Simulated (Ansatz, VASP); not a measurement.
One calculation of Cu3Au (Auricupride), two programs

Contents of INCAR:

```
ALGO = Normal ; EDIFF = 1E-6
EDIFFG = -0.01 ; ENCUT = 600
GGA = RP ; IBRION = 2
ISIF = 3 ; ISMEAR = -1
LASPH = T ; LCHARG = F
LREAL = F ; LWAVE = F
NELM = 100 ; NSW = 40
PREC = Accurate ; SIGMA = 0.05
```

The input KPOINTS:

```
k-points
0
Gamma
  7 7 7
```

The input POSCAR:

```
Cu3Au
1.0
    3.7400000000      0.0000000000      0.0000000000
    0.0000000000      3.7400000000      0.0000000000
    0.0000000000      0.0000000000      3.7400000000
Au Cu
1 3
Direct
    0.0000000000      0.0000000000      0.0000000000
    0.5000000000      0.5000000000      0.0000000000
    0.5000000000      0.0000000000      0.5000000000
    0.0000000000      0.5000000000      0.5000000000
```

File input.yaml:

```yaml
crystal:
  lattice:
    - [3.74, 0.0, 0.0]
    - [0.0, 3.74, 0.0]
    - [0.0, 0.0, 3.74]
  atoms:
    - { symbol: Au, position: [0.0, 0.0, 0.0] }
    - { symbol: Cu, position: [0.5, 0.5, 0.0] }
    - { symbol: Cu, position: [0.5, 0.0, 0.5] }
    - { symbol: Cu, position: [0.0, 0.5, 0.5] }
hamiltonian:
  xc: rpbe
  pseudopotentials: { kind: paw }
kpoints:
  mp_grid: { grid: [7, 7, 7] }
scf:
  occupations: { method: fermi_dirac, width: 0.05 }
output:
  forces: true
  stress: true
relax:
  f_tol: 0.01
  max_steps: 40
  cell: { stress_tol: 0.05 }
```

Alike in both runs: task relaxation of cell and atoms; functional RPBE; k mesh 7 × 7 × 7; occupations fermi-dirac, width 0.05 eV; no spin polarisation.

|  | VASP | Ansatz |
| --- | --- | --- |
| version | VASP 6.6.1 | Ansatz 0.2.0 |
| potentials or method | VASP PAW PBE potentials, release 64 (Au, Cu) | Ansatz PAW |
| plane-wave cutoff (eV) | 600 | 420 |
| valence electrons in the cell | 44 | 76 |

```tsv
	VASP	Ansatz	Ansatz less VASP
relaxed volume (Å³/atom)	13.98	13.95	-0.029
relaxed cell length with the largest relative difference (Å)	3.824	3.822	-0.0026
energy change over the relaxation (meV/atom)	-26	-25	+1.7
```

The two sets of potentials don't hold the same shells in valence.

Caveats: the PAW data sets were made with another functional, which shifts forces and pressure a little (VASP); the plane-wave basis is chosen anew once the cell has moved, so the energies of steps on either side of that aren't comparable (Ansatz); the PAW data sets come from PBE, with cores solved anew for the run's functional, which leaves a small shift of forces and pressure (Ansatz). Spin-orbit coupling is left out, which matters for the levels of Au. Zero-point motion and thermal expansion aren't in these numbers.
